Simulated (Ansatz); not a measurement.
Rows from a G0W0 calculation on Te2Mo (layers cut from the bulk crystal) (Ansatz 0.2.0; G0W0 on PBEsol, plane waves, PAW; PAW set soft_1; 6×6×1 mesh, 238 empty bands, screening to 38 eV, PAW set soft_1 files), in eV. Spin-orbit coupling is left out.

| row | k | band | start | Σx | Σc at the solution | Vxc |
| --- | --- | --- | --- | --- | --- | --- |
| A | (0.167, 0.167, 0.000) | c2 | -3.354 | -13.267 | -3.267 | -17.385 |
| B | Γ | c1 | -1.600 | -12.696 | -3.492 | -17.049 |
| C | (0.167, 0.167, 0.000) | c1 | -3.830 | -13.291 | -2.976 | -17.070 |
| D | (0.167, 0.167, 0.000) | v1 | -5.330 | -19.038 | 1.341 | -18.248 |
| E | Γ | v1 | -4.584 | -18.025 | 0.834 | -17.718 |
| F | Γ | v2 | -5.631 | -19.950 | 1.344 | -19.249 |

Work out each quasiparticle level and how far it moved.

The quasiparticle equation reads E = start + Σx + Σc(E) − Vxc.

| row | E (eV) | shift (eV) |
| --- | --- | --- |
| A | -2.502 | +0.852 |
| B | -0.740 | +0.860 |
| C | -3.028 | +0.802 |
| D | -4.778 | +0.552 |
| E | -4.057 | +0.527 |
| F | -4.988 | +0.643 |

The gap over the computed points goes from 0.75 eV to 1.03 eV.

Limits: not at the basis limit; coarse mesh for a sheet; no spin-orbit coupling.

[Runs of the session that timed out or met a known fault of the program may be left out.]

[Cells called generated may have been cut or substituted from an entry of the Crystallography Open Database or the Materials Project.]

[Hosts, paths, dates, database ids (printed as entryN), source tags and the programs' standing remarks are cut or masked in the printed files.]
